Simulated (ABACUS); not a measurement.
# Si (P-1) in ABACUS: convergence with smearing sigma

Aim: find how far smearing sigma must go before the results for Si settle, at PBE. This setting moves, with any that are tied to it; all else stays.

Everything below comes from runs of ABACUS 3.10.1. Logs are shortened: lines on timing, memory, paths and dates and some standing lists are left out, and cuts for length are marked.

### Step 1. The cell of the first run

The typed cell holds 2 atoms: a = 3.607 Å, b = 3.607 Å, c = 3.607 Å, α = 97.80°, β = 97.80°, γ = 136.76°.

This isn't the form of Si at room conditions, which is diamond.

The cell isn't the ideal one: atoms moved at random.

### Step 2. With smearing sigma 0.02 Ry

The input, INPUT:

```
INPUT_PARAMETERS
suffix              Si
calculation         scf
basis_type          lcao
pseudo_dir          ./
orbital_dir         ./
symmetry            1
dft_functional      pbe
ecutwfc             100
pseudo_rcut         7
nspin               1
nbands              8
ks_solver           genelpa
smearing_method     gauss
smearing_sigma      0.02
scf_thr             1e-07
scf_nmax            100
mixing_type         broyden
mixing_beta         0.7
cal_force           1
cal_stress          1
out_mul             1
```

The input, STRU:

```
ATOMIC_SPECIES
Si 28.0850 Si.upf

NUMERICAL_ORBITAL
Si_confined-atom_7au_2s2p1d.orb

LATTICE_CONSTANT
1.8897261246

LATTICE_VECTORS
-2.3713723045 2.3713723045 1.3292653899
2.3713723045 -2.3713723045 1.3292653899
2.3713723045 2.3713723045 -1.3292653899

ATOMIC_POSITIONS
Direct

Si
0.0
2
0.5091730000 0.5061670000 -0.0049260000 1 1 1
0.2545050000 0.7484500000 0.4957790000 1 1 1
```

The input, KPT:

```
K_POINTS
0
Gamma
8 8 8 0 0 0
```

Potentials or basis: Ansatz NC PBE, DZP LCAO (the cutoffs set its grid).

On the command line:

```console
$ OMP_NUM_THREADS=1 mpirun -np 4 abacus > log
```

running log:

```text
[... set-up lines left out ...]
 LCAO ALGORITHM --------------- ION=   1  ELEC=   1--------------------------------

 Density error is 0.0773008940611
----------------------------------------------------------
     Energy           Rydberg                 eV
----------------------------------------------------------
 E_KohnSham     -16.8671734444       -229.4896679981
 E_Harris       -16.8413969772       -229.1389611702
 E_Fermi        0.7349619548         9.9996703990
----------------------------------------------------------

 LCAO ALGORITHM --------------- ION=   1  ELEC=   2--------------------------------

 Density error is 0.0263156021407
----------------------------------------------------------
     Energy           Rydberg                 eV
----------------------------------------------------------
 E_KohnSham     -16.8671643198       -229.4895438515
 E_Harris       -16.8576839804       -229.3605572163
 E_Fermi        0.7337134196         9.9826832056
----------------------------------------------------------

 LCAO ALGORITHM --------------- ION=   1  ELEC=   3--------------------------------

 Density error is 0.00112441131003
----------------------------------------------------------
     Energy           Rydberg                 eV
----------------------------------------------------------
 E_KohnSham     -16.8671772398       -229.4897196368
 E_Harris       -16.8668734187       -229.4855859386
 E_Fermi        0.7335565709         9.9805491691
----------------------------------------------------------

 LCAO ALGORITHM --------------- ION=   1  ELEC=   4--------------------------------

 Density error is 0.00013637806615
----------------------------------------------------------
     Energy           Rydberg                 eV
----------------------------------------------------------
 E_KohnSham     -16.8671774067       -229.4897219073
 E_Harris       -16.8671471438       -229.4893101601
 E_Fermi        0.7336452960         9.9817563360
----------------------------------------------------------

 LCAO ALGORITHM --------------- ION=   1  ELEC=   5--------------------------------

 Density error is 3.02442423594e-05
----------------------------------------------------------
     Energy           Rydberg                 eV
----------------------------------------------------------
 E_KohnSham     -16.8671774140       -229.4897220077
 E_Harris       -16.8671729801       -229.4896616805
 E_Fermi        0.7336563004         9.9819060597
----------------------------------------------------------

 LCAO ALGORITHM --------------- ION=   1  ELEC=   6--------------------------------

 Density error is 2.08391238153e-06
----------------------------------------------------------
     Energy           Rydberg                 eV
----------------------------------------------------------
 E_KohnSham     -16.8671774141       -229.4897220083
 E_Harris       -16.8671778824       -229.4897283805
 E_Fermi        0.7336595345         9.9819500617
----------------------------------------------------------

 LCAO ALGORITHM --------------- ION=   1  ELEC=   7--------------------------------

 Density error is 8.67216364004e-07
----------------------------------------------------------
     Energy           Rydberg                 eV
----------------------------------------------------------
 E_KohnSham     -16.8671774141       -229.4897220082
 E_Harris       -16.8671772620       -229.4897199387
 E_Fermi        0.7336597115         9.9819524692
----------------------------------------------------------

 LCAO ALGORITHM --------------- ION=   1  ELEC=   8--------------------------------

 Density error is 1.4018693249e-08
----------------------------------------------------------
     Energy           Rydberg                 eV
----------------------------------------------------------
 E_KohnSham     -16.8671774141       -229.4897220087
 E_KS(sigma->0) -16.8660123679       -229.4738707424
 E_Harris       -16.8671774129       -229.4897219924
 E_band         2.6190671140         35.6342361944
 E_one_elec     8.8791928145         120.8076159181
 E_Hartree      0.1624374985         2.2100755488
 E_xc           -6.2624922166        -85.2055778270
 E_Ewald        -19.6439854182       -267.2701331161
 E_entropy(-TS) -0.0023300923        -0.0317025325
 E_descf        0.0000000000         0.0000000000
 E_exx          0.0000000000         0.0000000000
 E_Fermi        0.7336596625         9.9819518027
----------------------------------------------------------

 charge density convergence is achieved
 final etot is -229.48972201 eV
 EFERMI = 9.9819518027 eV

 STATE ENERGY(eV) AND OCCUPATIONS    NSPIN == 1
 1/260 kpoint (Cartesian) = 0.0000 0.0000 0.0000 (847 pws)
       1       -3.90738     0.00390625
       2        7.51239     0.00390625
       3        7.53271     0.00390625
       4        8.21550     0.00390625
       5        11.5168    3.03577e-18
       6        17.5893        0.00000
       7        19.0955        0.00000
       8        19.1501        0.00000

 2/260 kpoint (Cartesian) = 0.0000 0.026356 0.047018 (849 pws)
       1       -3.51092     0.00781250
       2        6.69742     0.00781250
       3        7.36585     0.00781250
       4        9.72041     0.00713256
       5        12.4732        0.00000
       6        15.3776        0.00000
       7        15.8431        0.00000
       8        18.0515        0.00000

 3/260 kpoint (Cartesian) = 0.0000 0.052712 0.094037 (847 pws)
       1       -2.28912     0.00781250
       2        6.34295     0.00781250
       3        7.30696     0.00781250
       4        10.3058    0.000360619
       5        12.5575        0.00000
       6        13.0523        0.00000
       7        14.1051        0.00000
       8        16.0103        0.00000

 4/260 kpoint (Cartesian) = 0.0000 0.079068 0.14106 (840 pws)
       1      -0.250716     0.00781250
       2        5.97485     0.00781250
       3        7.16781     0.00781250
       4        7.71124     0.00781250
       5        10.1195     0.00185444
       6        12.1501        0.00000
       7        14.9998        0.00000
       8        15.3396        0.00000

 5/260 kpoint (Cartesian) = 0.0000 0.10542 0.18807 (845 pws)
       1        2.18027     0.00390625
       2        3.04515     0.00390625
       3        7.87130     0.00390625
       4        8.16015     0.00390625
       5        8.45922     0.00390625
       6        10.9745    4.87090e-10
       7        14.7561        0.00000
       8        15.5165        0.00000

 6/260 kpoint (Cartesian) = 0.026356 0.0000 0.047018 (846 pws)
       1       -3.51076     0.00781250
       2        6.70956     0.00781250
       3        7.34580     0.00781250
       4        9.73253     0.00705124
       5        12.4697        0.00000
       6        15.3544        0.00000
       7        15.8721        0.00000
       8        18.0000        0.00000

[... levels at 254 further k points ...]

 correction force for each atom along direction 1 is 1.77751e-07
 correction force for each atom along direction 2 is 7.30993e-08
 correction force for each atom along direction 3 is -6.23189e-07
------------------------------------------------------------------------------------------
 TOTAL-FORCE (eV/Angstrom)
------------------------------------------------------------------------------------------
                       Si1        -0.0320672508         0.0564107993        -0.0133840999
                       Si2         0.0320672508        -0.0564107993         0.0133840999
------------------------------------------------------------------------------------------

----------------------------------------------------------------
 TOTAL-STRESS (KBAR)
----------------------------------------------------------------
        46.4505868989         0.0085170082        -0.5513223019
         0.0085170082        54.7200758325        -0.9394340990
        -0.5513223019        -0.9394340990        48.5137686138
----------------------------------------------------------------
 TOTAL-PRESSURE: 49.894810 KBAR

 --------------------------------------------
 !FINAL_ETOT_IS -229.4897220086669734 eV
 --------------------------------------------
```

stdout:

```text
[... set-up lines left out ...]
 Self-consistent calculations for electrons
 ---------------------------------------------------------
 SPIN    KPOINTS         PROCESSORS  THREADS     NBASE
 1       260             4           4           26
 ---------------------------------------------------------
[... 21 lines left out ...]
 TOTAL-STRESS (KBAR)
----------------------------------------------------------------
        46.4505868989         0.0085170082        -0.5513223019
         0.0085170082        54.7200758325        -0.9394340990
        -0.5513223019        -0.9394340990        48.5137686138
----------------------------------------------------------------
 TOTAL-PRESSURE: 49.894810 KBAR
```

It took 6.4 s on 4 MPI ranks of AMD EPYC 7R32 (Zen 2), shared host; peak memory 0.36 GiB.

What came out:

| Item | Value |
| --- | --- |
| Free energy | -229.4897 eV |
| Pressure | 5.0 GPa |
| Largest force | 0.066 eV/Å |
| Band gap on the k mesh | none (metal or under the smearing width) |

### Step 3. With smearing sigma 0.015 Ry

Changes to INPUT since step 2:

```diff
@@ -14,3 +14,3 @@
 smearing_method     gauss
-smearing_sigma      0.02
+smearing_sigma      0.015
 scf_thr             1e-07
```

STRU is that of step 2.

KPT is that of step 2.

Potentials or basis: Ansatz NC PBE, DZP LCAO (the cutoffs set its grid).

On the command line:

```console
$ OMP_NUM_THREADS=1 mpirun -np 4 abacus > log
```

Wall time 5.5 s (4 MPI ranks of AMD EPYC 7R32 (Zen 2), shared host); peak memory 0.36 GiB.

What came out:

* Free energy: -229.4826 eV
* Pressure: 5.0 GPa
* Largest force: 0.064 eV/Å
* Band gap on the k mesh: none (metal or under the smearing width)

### Step 4. With smearing sigma 0.01 Ry

Changes to INPUT since step 3:

```diff
@@ -14,3 +14,3 @@
 smearing_method     gauss
-smearing_sigma      0.015
+smearing_sigma      0.01
 scf_thr             1e-07
```

STRU is that of step 3.

KPT is that of step 3.

On the command line:

```console
$ OMP_NUM_THREADS=1 mpirun -np 4 abacus > log
```

It took 5.5 s on 4 MPI ranks of AMD EPYC 7R32 (Zen 2), shared host; peak memory 0.36 GiB.

What came out:

- Free energy: -229.4770 eV
- Pressure: 5.0 GPa
- Largest force: 0.059 eV/Å
- Band gap on the k mesh: none (metal or under the smearing width)

### Step 5. With smearing sigma 0.007 Ry

Changes to INPUT since step 4:

```diff
@@ -14,3 +14,3 @@
 smearing_method     gauss
-smearing_sigma      0.01
+smearing_sigma      0.007
 scf_thr             1e-07
```

STRU is that of step 4.

KPT is that of step 4.

On the command line:

```console
$ OMP_NUM_THREADS=1 mpirun -np 4 abacus > log
```

Wall time 5.5 s (4 MPI ranks of AMD EPYC 7R32 (Zen 2), shared host); peak memory 0.36 GiB.

What came out:

* Free energy: -229.4742 eV
* Pressure: 5.0 GPa
* Largest force: 0.053 eV/Å
* Band gap on the k mesh: none (metal or under the smearing width)

### Step 6. With smearing sigma 0.005 Ry

Changes to INPUT since step 5:

```diff
@@ -14,3 +14,3 @@
 smearing_method     gauss
-smearing_sigma      0.007
+smearing_sigma      0.005
 scf_thr             1e-07
```

STRU is that of step 5.

KPT is that of step 5.

Potentials or basis: Ansatz NC PBE, DZP LCAO (the cutoffs set its grid).

On the command line:

```console
$ OMP_NUM_THREADS=1 mpirun -np 4 abacus > log
```

It took 5.5 s on 4 MPI ranks of AMD EPYC 7R32 (Zen 2), shared host; peak memory 0.36 GiB.

It converged, with:

* Free energy: -229.4727 eV
* Pressure: 4.9 GPa
* Largest force: 0.050 eV/Å
* Band gap on the k mesh: none (metal or under the smearing width)

### Step 7. With smearing sigma 0.003 Ry

Changes to INPUT since step 6:

```diff
@@ -14,3 +14,3 @@
 smearing_method     gauss
-smearing_sigma      0.005
+smearing_sigma      0.003
 scf_thr             1e-07
```

STRU is that of step 6.

KPT is that of step 6.

On the command line:

```console
$ OMP_NUM_THREADS=1 mpirun -np 4 abacus > log
```

It took 5.6 s on 4 MPI ranks of AMD EPYC 7R32 (Zen 2), shared host; peak memory 0.36 GiB.

The run converged. Its results:

* Free energy: -229.4716 eV
* Pressure: 4.9 GPa
* Largest force: 0.051 eV/Å
* Band gap on the k mesh: none (metal or under the smearing width)

### Step 8. With smearing sigma 0.002 Ry

Changes to INPUT since step 7:

```diff
@@ -14,3 +14,3 @@
 smearing_method     gauss
-smearing_sigma      0.003
+smearing_sigma      0.002
 scf_thr             1e-07
```

STRU is that of step 7.

KPT is that of step 7.

On the command line:

```console
$ OMP_NUM_THREADS=1 mpirun -np 4 abacus > log
```

Wall time 6.1 s (4 MPI ranks of AMD EPYC 7R32 (Zen 2), shared host); peak memory 0.36 GiB.

It converged, with:

- Free energy: -229.4712 eV
- Pressure: 4.9 GPa
- Largest force: 0.057 eV/Å
- Band gap on the k mesh: none (metal or under the smearing width)

### Step 9. With smearing sigma 0.001 Ry

Changes to INPUT since step 8:

```diff
@@ -14,3 +14,3 @@
 smearing_method     gauss
-smearing_sigma      0.002
+smearing_sigma      0.001
 scf_thr             1e-07
```

STRU is that of step 8.

KPT is that of step 8.

Potentials or basis: Ansatz NC PBE, DZP LCAO (the cutoffs set its grid).

On the command line:

```console
$ OMP_NUM_THREADS=1 mpirun -np 4 abacus > log
```

Wall time 6.1 s (4 MPI ranks of AMD EPYC 7R32 (Zen 2), shared host); peak memory 0.36 GiB.

Results (log left out):

- Free energy: -229.4710 eV
- Pressure: 4.9 GPa
- Largest force: 0.066 eV/Å
- Band gap on the k mesh: none (metal or under the smearing width)

### Step 10. Summary

```csv
smearing sigma,"energy less the tightest run, at zero smearing (meV/atom)",pressure (GPa),largest force (eV/Å),SCF cycles,CPU time (s)
0.02 Ry,-1.45,4.99,0.066,8,22
0.015 Ry,-1.09,5.01,0.064,8,22
0.01 Ry,-0.51,5.00,0.059,8,22
0.007 Ry,-0.14,4.97,0.053,8,22
0.005 Ry,-0.02,4.94,0.050,8,22
0.003 Ry,0.00,4.89,0.051,8,22
0.002 Ry,0.00,4.87,0.057,9,24
0.001 Ry,0.00,4.85,0.066,9,24
```

Against the tightest run, the energy stays within 1 meV/atom from 0.01 Ry on; the pressure stays within 0.1 GPa from 0.005 Ry on. Not settled before the last step: the largest force (to 0.005 eV/Å). Narrower smearing needs a denser k mesh, so at a fixed mesh the narrowest width isn't the most accurate. The tightest run that finished is the yardstick and may itself not be fully converged.

Caveats: the atomic orbitals were generated for these runs and aren't a published set; the basis of atomic orbitals isn't converged, which shifts pressures, moduli and gaps.
